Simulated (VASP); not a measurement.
## CaO (Lime): relaxation of the atoms with LDA

Crystal: CaO (Lime).

```
Ca O
1.0
     0.00000    2.32690    2.32690
     2.32690    0.00000    2.32690
     2.32690    2.32690    0.00000
Ca O
1 1
Direct
  0.00000 0.00000 0.00000
  0.50000 0.50000 0.50000
```

The cell isn't the ideal one: a relaxed cell with its volume scaled by 0.96.

- Program: VASP 6.6.1
- Task: relaxation of the atoms
- Functional: LDA
- Potentials or basis: VASP PAW LDA potentials, release 64 (Ca_sv, O)
- Cutoff: 600 eV
- k mesh: 10 × 10 × 10
- Occupations: gaussian, width 0.03 eV
- Spin: no spin polarisation
- Further INCAR settings: ALGO = Normal; EDIFF = 1e-07; IBRION = 2; EDIFFG = -0.01; NSW = 40

```json
{
 "Pressure after relaxing": "5.8 GPa",
 "Band gap on the k mesh": "3.39 eV, indirect (least direct gap 3.73 eV)"
}
```

Final structure:
```yaml
crystal:
  lattice:
    - [0.00000, 2.32690, 2.32690]
    - [2.32690, 0.00000, 2.32690]
    - [2.32690, 2.32690, 0.00000]
  atoms:
    - { symbol: Ca, position: [0.00000, 0.00000, 0.00000] }
    - { symbol: O, position: [0.50000, 0.50000, 0.50000] }
```

Levels at points of the mesh, in eV from the valence-band top:
| k point | band 6 | band 7 | band 8 | band 9 | band 10 | band 11 |
| --- | --- | --- | --- | --- | --- | --- |
| (0.00, 0.00, 0.00) | 0.00 | 0.00 | 0.00 | 5.39 | 6.32 | 6.32 |
| (0.50, 0.00, 0.00) | -2.95 | -1.44 | -1.44 | 7.41 | 8.83 | 8.83 |
| (0.50, 0.50, 0.00) | -1.24 | -0.34 | -0.34 | 3.39 | 8.77 | 9.43 |

Wall time 9.4 s on 1 thread of Intel(R) Xeon(R) 6975P-C (Granite Rapids) (shared host), peak memory 0.15 GiB.

Caveat: the relaxation stopped at its first step, so nothing moved. A k mesh can miss the band edges.
